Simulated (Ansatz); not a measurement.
## Lattice dynamics at Γ of PbTiO3 (P4mm)

What experiment reports for this phase, and the runs try to reproduce:
- Raman mode: 84.2 cm⁻¹ (E(1TO); 300 K; unpolarised Raman, 532 nm; ceramic; soft mode, strongly temperature dependent; unpolarised spectrum of a polycrystalline ceramic; “(Pb1-xBix)(Ti1-xMnx)O3: Competing mechanism of Tetragonal-Cubic phase on A/B site modifications”, 2018, arxiv:1803.01522)
- Raman mode: about 148 cm⁻¹ (A1(1TO), A-site cations against BO6 octahedra along the polarization; Raman scattering; Literature value from the introduction; asymmetric peak made of four subpeaks, so the position depends on the fit and anharmonicity; quoted in “The role of local non-tetragonal polar displacements in the temperature- and pressure-induced phase transitions in PbTiO3-BiMeO3 ferroelectrics”, 2024, pmc:11349899)
- Raman mode: 287.9 cm⁻¹ (B1+E; 300 K; unpolarised Raman, 532 nm; ceramic; unresolved B1 and E modes; polycrystalline ceramic; “(Pb1-xBix)(Ti1-xMnx)O3: Competing mechanism of Tetragonal-Cubic phase on A/B site modifications”, 2018, arxiv:1803.01522)
- Raman mode: 446.2 cm⁻¹ (E(2LO)+A1(2LO); 300 K; unpolarised Raman, 532 nm; ceramic; unresolved E and A1 LO modes; polycrystalline ceramic; “(Pb1-xBix)(Ti1-xMnx)O3: Competing mechanism of Tetragonal-Cubic phase on A/B site modifications”, 2018, arxiv:1803.01522)
- Raman mode: 626.8 cm⁻¹ (A1(3TO); 300 K; unpolarised Raman, 532 nm; ceramic; unpolarised spectrum of a polycrystalline ceramic; “(Pb1-xBix)(Ti1-xMnx)O3: Competing mechanism of Tetragonal-Cubic phase on A/B site modifications”, 2018, arxiv:1803.01522)

Perturbation theory with PBEsol in the plane-wave code Ansatz on the PBEsol cell, ground state and force constants on a 6×6×6 mesh. Computed at 0 K without zero-point motion; spin polarisation is off.

The symmetry is P4mm (No. 99, tetragonal); a = 3.855 Å, c = 4.288 Å in the conventional setting, 12.74 Å³ an atom. Ti has 5 O at 1.76–1.97 Å; Pb has 4 O at 2.49 Å; O has 1 Ti at 1.76 Å; O has 2 Ti at 1.97 Å and 2 Pb at 2.49 Å.

```
Ti Pb O
1.0
     3.85459    0.00000    0.00000
     0.00000    3.85459    0.00000
     0.00000    0.00000    4.28819
Ti Pb O
1 1 3
Direct
  0.50000 0.50000 0.53016
  0.00000 0.00000 0.98939
  0.50000 0.50000 0.11991
  0.50000 0.00000 0.62087
  0.00000 0.50000 0.62087
```

Optical modes without the longitudinal term:
```tsv
ω (cm⁻¹)	degeneracy	IR intensity, summed over the level ((D/Å)²/amu)
95	2	18.92
157	1	6.59
218	2	89.96
273	2	0.87
275	1	0.00
369	1	17.38
500	2	31.01
683	1	28.22
```

The zone-centre optical frequencies run from 95 to 683 cm⁻¹, none imaginary (the rest of the zone wasn't tested). With the long-range field the highest mode reaches 807 cm⁻¹. The program warns that the force constants, and all that is formed from them, aren't settled on this k mesh. Of the real levels 7 are infrared active, the strongest at 218 cm⁻¹.

ε∞: 7.13 along x and y, 6.58 along z. With the ions relaxed, ε⁰ is 77 along x and y, 22 along z. Born charges, averaged over directions: Ti +5.64, Pb +3.61, O -3.23 to -2.78 e.

For comparison, on the r2SCAN cell the mean ε∞ is 5.94 with r2SCAN (ground state on 6×6×6; least gap 2.15 eV), 6.45 with PBE (ground state on 6×6×6; least gap 1.83 eV).

Calculation and measurement side by side:
- Raman mode at 84 cm⁻¹ (E(1TO)): the nearest PBEsol mode at Γ lies at 95 cm⁻¹ (+12.3 %).
- Raman mode at 148 cm⁻¹ (A1(1TO), A-site cations against BO6 octahedra along the …): the nearest PBEsol mode at Γ lies at 157 cm⁻¹ (+6.4 %).
- Raman mode at 288 cm⁻¹ (B1+E): the nearest PBEsol mode at Γ lies at 275 cm⁻¹ (-4.4 %).
- Raman mode at 446 cm⁻¹ (E(2LO)+A1(2LO)): the nearest PBEsol mode at Γ, with the long-range field, lies at 417 cm⁻¹ (-6.5 %).
- Raman mode at 627 cm⁻¹ (A1(3TO)): the nearest PBEsol mode at Γ lies at 683 cm⁻¹ (+8.9 %).
Reports marked as nanostructured, strained, doped, implanted or mixed samples, and transport gaps, were set aside. Modes are paired by degeneracy and infrared activity, where the label gives them, and frequency; they are harmonic.

Spin-orbit coupling is left out; in compounds of Pb, Bi, Tl or Hg it can lower a gap by up to about 1 eV, split its edges or invert the bands.
